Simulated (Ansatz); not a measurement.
Crystal: Zn, bcc type, 1 atom in the cell.

The calculation used PBE, plane waves, PAW datasets (generated soft set 1) in Ansatz 0.2.0 development build.

Cutoff 420 eV; k-mesh 49×49×49 Γ-centred; Fermi–Dirac smearing of 0.0612 eV; no spin polarisation.

```tsv
V (Å³/atom)	a (Å)	E − E(min) (meV/atom)	P (GPa)
14.431	3.0675	13.43	4.85
14.738	3.0891	5.88	3.07
15.045	3.1104	1.53	1.50
15.352	3.1314	0.00	0.12
15.659	3.1521	0.95	-1.09
15.966	3.1726	4.08	-2.15
16.274	3.1928	9.12	-3.09
```

(1) Fit a third-order Birch–Murnaghan equation of state to the energies.

Results:

(1) V₀ = 15.382 Å³/atom (a₀ = 3.133 Å), B₀ = 63.9 GPa, B₀′ = 5.48.

The published all-electron PBE values for this crystal (mean of FLEUR and WIEN2k, k-spacing 0.06 Å⁻¹; Bosoni et al., Nat. Rev. Phys. 6, 45 (2024)) are V₀ = 15.375 Å³/atom, B₀ = 64.2 GPa, B₀′ = 5.48.

The stress includes the program's correction for the finite plane-wave basis.

This cubic structure is a model: it isn't the usual form of the substance at ambient conditions, and such phases are metastable or hypothetical.
